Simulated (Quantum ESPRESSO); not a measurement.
WC (Qusongite):

```
W C
1.0
     2.90650    0.00000    0.00000
    -1.45325    2.51710    0.00000
     0.00000    0.00000    2.83660
W C
1 1
Direct
  0.00000 0.00000 0.00000
  0.66667 0.33333 0.50000
```

| Quantity | Value |
| --- | --- |
| Program | Quantum ESPRESSO 7.5 |
| Task | phonons |
| Functional | PBE |
| Potentials or basis | JTH 2.0 PBE |
| Cutoff | 490 eV |
| Density cutoff | 2939 eV |
| k mesh | 10 × 10 × 9 |
| Occupations | cold, width 0.2 eV |
| Spin | no spin polarisation |
| Mixing beta | 0.5 |
| Most SCF iterations | 120 |
| SCF threshold | 4e-10 Ry |

Task: What is the highest optical frequency at the zone centre?

Result: 607 cm⁻¹, a mode of symmetry E' (IR and Raman).

Optical modes at Γ, degenerate ones joined:
| cm⁻¹ | components | symmetry | active in |
| --- | --- | --- | --- |
| 577 | 1 | A''2 | IR |
| 607 | 2 | E' | IR and Raman |

Caveat: the mesh is thin for the phonons of a metal; before the sum rule the acoustic modes lie tens of cm⁻¹ from zero, a sign that the density grid also shifts the optical modes.
